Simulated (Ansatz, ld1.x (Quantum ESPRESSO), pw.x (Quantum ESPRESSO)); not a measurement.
**Equation-of-state test of one TM potential (Li (Z = 3))**

```json
{"Element": "lithium", "Generator": "ld1.x (Quantum ESPRESSO) 7.5", "Type": "norm-conserving Troullier–Martins (Kleinman–Bylander form)", "Functional": "PBE", "Relativity": "scalar-relativistic", "Frozen core": "[He]", "Valence charge": "1", "Reference configuration": "2s1 2p0", "Partial waves": "2s (bound): rc 3.66 bohr; 2p (bound, empty): rc 4.80 bohr; 3d channel at 0.4 Ry: rc 5.02 bohr", "Local potential": "the d channel", "Core correction": "none"}
```

Atomic tests: cutoffs needed: 6 Ry and 6 Ry (the cutoffs (Ry, on a coarse ladder) from which the occupation-weighted sum of valence levels, in a spherical-Bessel basis at the reference potential, stays within 10 and 1 mRy of its value at 400 Ry); ghost test: no extra level below or beside the all-electron valence levels (s, p, d, f tested) (spherical-Bessel basis up to 400 Ry, 20 bohr box); largest excitation error: +4.1 meV (all-electron minus pseudo) for 2s0.5 2p0, out of 2 test configurations.

Crystal test: fcc Li in pw.x 7.5, no spin, 13³ k-points, Fermi–Dirac smearing 0.01 Ry, cutoffs 35/140 Ry. The reference is all-electron LAPW (Ansatz 0.2.0) with the same functional, mesh and smearing; V0 and B0 come from Birch–Murnaghan fits to the pressures at five volumes. Errors are pseudo minus all-electron; Δ is the rms difference of the E(V) curves that follow from these fits, minima aligned, over ±6 % about the mean V0. Mesh and smearing are coarse, so the numbers serve the comparison and aren't converged zero-temperature values; the lattice is a test structure that the element need not adopt.

```
V (Å³/atom)  P all-electron (GPa)  P pseudo (GPa)
     19.331                  0.71           -1.03
     19.839                  0.31           -1.27
     20.348                 -0.05           -1.48
     20.857                 -0.37           -1.67
     21.365                 -0.66           -1.84
```

All-electron: a0 = 4.329 Å (V0 = 20.28 Å³/atom), B0 = 13.7 GPa.

Pseudopotential: mean pressure error (GPa): -1.45. The pressure does not cross zero within the volumes sampled, so no fit is given. The largest radius (5.02 bohr) exceeds half the bond length (2.90 bohr), so the spheres overlap, which is one possible source of error among others. This is a poor potential for the solid. The atomic tests give no hint of an error of this size, and its cause was not traced.

Task: At the middle volume, how do free energy and pressure move when the wave cutoff is lowered (ecutrho kept at four times it)?

Result:

```tsv
cutoff (Ry)	shift of F (meV/atom)	shift of P (GPa)
16	+0.1	-0.00
21	+0.0	+0.00
28	+0.0	+0.00
```

The run at the middle volume (84 k-points, 6 iterations) took about 2.6 s on one core of a shared host (Neoverse-V2, 96 threads, 742 GiB, load 44).
